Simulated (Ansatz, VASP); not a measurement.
One calculation of MoS2, two programs

```xyz
3
Lattice="1.5998 0.9236 6.7538 -1.5998 0.9236 6.7538 0.0000 -1.8472 6.7538" Properties=species:S:1:pos:R:3 pbc="T T T"
Mo    0.0000    0.0000    0.0000
S     0.0000    0.0000   15.0847
S     0.0000    0.0000    5.1766
```

Alike in both runs: functional PBE; k mesh 6 × 6 × 6; occupations gaussian, width 0.1 eV; no spin polarisation.

Ansatz relaxed the structure, and its values are those at the end. VASP's run is a single point on that final structure, the one shown.

```csv
,VASP,Ansatz
version,VASP 6.6.1,Ansatz 0.2.0
potentials or method,"VASP PAW PBE potentials, release 64 (Mo_sv, S)","scalar-relativistic, plane waves, PAW"
plane-wave cutoff (eV),520,420
valence electrons in the cell,26,26
```

Ansatz gave:

- gap on the k mesh at the Fermi level (eV): none
- pressure (GPa): 0.0

**Question.** Which values does VASP return?

**Answer.** gap on the k mesh at the Fermi level (eV): none; pressure (GPa): -0.1.

A gap of «none» marks a metal or a gap that the smearing closes. With one functional, cell and mesh, what is left measures potentials, basis and numerics.

Caveats: the k mesh is coarse (spacing up to 0.38 Å⁻¹), so the values aren't converged.
